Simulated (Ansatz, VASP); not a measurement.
## Be: VASP beside Ansatz

The input INCAR:

```
PREC     = Accurate       # precision mode
ENCUT    = 520            # plane-wave cutoff, eV
EDIFF    = 1E-6           # SCF threshold, eV
ISMEAR   = -1             # smearing method
SIGMA    = 0.08           # smearing width, eV
LREAL    = False          # projectors in reciprocal space
LASPH    = True           # aspherical terms in the spheres
NELM     = 100            # most SCF steps
ALGO     = Normal         # electronic algorithm
ISIF     = 2              # what is computed and relaxed
LWAVE    = False          # write WAVECAR
LCHARG   = True           # write CHGCAR
GGA      = CA             # functional
LELF     = True           # ELF
LVHAR    = True         
NBANDS   = 9              # bands
```

Contents of KPOINTS:

```
regular mesh
0
Gamma
  15 15 15
```

The input POSCAR:

```
Be
1.0
    0.0000000000      2.2850189491      2.2850189491
    2.2850189491      0.0000000000      2.2850189491
    2.2850189491      2.2850189491      0.0000000000
Be
2
Direct
   -0.1250000000     -0.1250000000     -0.1250000000
    0.1250000000      0.1250000000      0.1250000000
```

Input for Ansatz:

```yaml
crystal:
  lattice:
    - [0.0, 2.2850189491, 2.2850189491]
    - [2.2850189491, 0.0, 2.2850189491]
    - [2.2850189491, 2.2850189491, 0.0]
  atoms:
    - { symbol: Be, position: [-0.125, -0.125, -0.125] }
    - { symbol: Be, position: [0.125, 0.125, 0.125] }
kpoints:
  mp_grid: { grid: [15, 15, 15] }
scf:
  occupations: { method: fermi_dirac, width: 0.08 }
hamiltonian:
  xc: lda
  pseudopotentials: { kind: paw }
output:
  forces: true
  stress: true
  eigenvalues: true
  populations: true
  write_density: true
  write_potential: true
  elf: true
  volumetric_format: npy
```

Change from the starting cell: volume scaled by 0.85, PAW files.

Alike in both runs: task single point; functional LDA; k mesh 15 × 15 × 15; occupations fermi-dirac, width 0.08 eV; no spin polarisation.

|  | VASP | Ansatz |
| --- | --- | --- |
| version | VASP 6.6.1 | Ansatz 0.2.0 |
| potentials or method | VASP PAW LDA potentials, release 64 (Be) | PAW with Ansatz's default frozen-core files, scalar-relativistic |
| plane-wave cutoff (eV) | 520 | 420 |
| valence electrons in the cell | 4 | 4 |

VASP gave:

| Item | Value |
| --- | --- |
| pressure (GPa) | 10.4 |

**Question.** Which values does Ansatz return?

**Answer.** Pressure (GPa): 10.2.
